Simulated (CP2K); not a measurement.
Runs of CP2K 2026.2 on Cs. The structure is cubic, space group Im-3m (No. 229). The conventional cell has a = 6.257 Å, b = 6.257 Å, c = 6.257 Å, α = 90.00°, β = 90.00°, γ = 90.00°. 

```tsv
task	level	potentials or basis	smearing	EPS_DEFAULT	NGRIDS	basis sets	potentials	CUTOFF of the grids	gap on the mesh (eV)	pressure (GPa)	V0 of scaled cells (Å³/atom)	B0 (GPa)
equation of state	r2SCAN	POTENTIAL_UZH Cs GTH-SCAN-q9; TZVP-MOLOPT-SCAN-GTH basis	fermi-dirac 0.1 eV	1.0E-9	5	Cs TZVP-MOLOPT-SCAN-GTH-q9	Cs GTH-SCAN-q9 of POTENTIAL_UZH	675 Ry	-	-	123.12	2
single point	r2SCAN+D4	POTENTIAL_UZH Cs GTH-SCAN-q9; TZVP-MOLOPT-SCAN-GTH basis	methfessel-paxton 0.1 eV	1.0E-10	4	Cs TZVP-MOLOPT-SCAN-GTH-q9	Cs GTH-SCAN-q9 of POTENTIAL_UZH	675 Ry	none	0.0	-	-
equation of state	PBE	POTENTIAL_UZH Cs GTH-PBE-q9; TZVP-MOLOPT-PBE-GTH basis	fermi-dirac 0.05 eV	1.0E-10	5	Cs TZVP-MOLOPT-PBE-GTH-q9	Cs GTH-PBE-q9 of POTENTIAL_UZH	450 Ry	-	-	(a)	2
atomic charges	PBEsol+D3(BJ)	POTENTIAL_UZH Cs GTH-PBE-q9; TZVP-MOLOPT-PBE-GTH basis	methfessel-paxton 0.2 eV	1.0E-10	4	Cs TZVP-MOLOPT-PBE-GTH-q9	Cs GTH-PBE-q9 of POTENTIAL_UZH	450 Ry	none	-0.3	-	-
single point	PBE	POTENTIAL_UZH Cs GTH-PBE-q9; TZVP-MOLOPT-PBE-GTH basis	gaussian 0.02 eV	1.0E-10	4	Cs TZVP-MOLOPT-PBE-GTH-q9	Cs GTH-PBE-q9 of POTENTIAL_UZH	450 Ry	none	-0.1	-	-
single point	PBEsol	POTENTIAL_UZH Cs GTH-PBE-q9; TZVP-MOLOPT-PBE-GTH basis	fermi-dirac 0.05 eV	1.0E-10	5	Cs TZVP-MOLOPT-PBE-GTH-q9	Cs GTH-PBE-q9 of POTENTIAL_UZH	450 Ry	none	-0.2	-	-
single point	RPBE	POTENTIAL_UZH Cs GTH-PBE-q9; TZVP-MOLOPT-PBE-GTH basis	gaussian 0.02 eV	1.0E-10	5	Cs TZVP-MOLOPT-PBE-GTH-q9	Cs GTH-PBE-q9 of POTENTIAL_UZH	450 Ry	none	(b)	-	-
single point	PBE	POTENTIAL_UZH Cs GTH-PBE-q9; TZVP-MOLOPT-PBE-GTH basis	fermi-dirac 0.05 eV	1.0E-10	4	Cs TZVP-MOLOPT-PBE-GTH-q9	Cs GTH-PBE-q9 of POTENTIAL_UZH	450 Ry	none	-0.1	-	-
```

Alike in all rows: no spin polarisation; cell as given; k mesh 6 × 6 × 6.

Question: Estimate the missing entries.

Answer: (a) 118.00; (b) 0.1.

Caveats: the basis of atomic orbitals isn't converged, which shifts pressures, moduli and gaps; the potentials were made for another functional, which shifts forces and pressure (some runs); pairwise dispersion overbinds metals, which lowers pressure and volume (some runs).

A k mesh can miss the band edges, and the runs leave out spin-orbit coupling on Cs.

A gap of «none» marks a metal or a gap under the smearing width.

Not every run made on this cell is shown here.
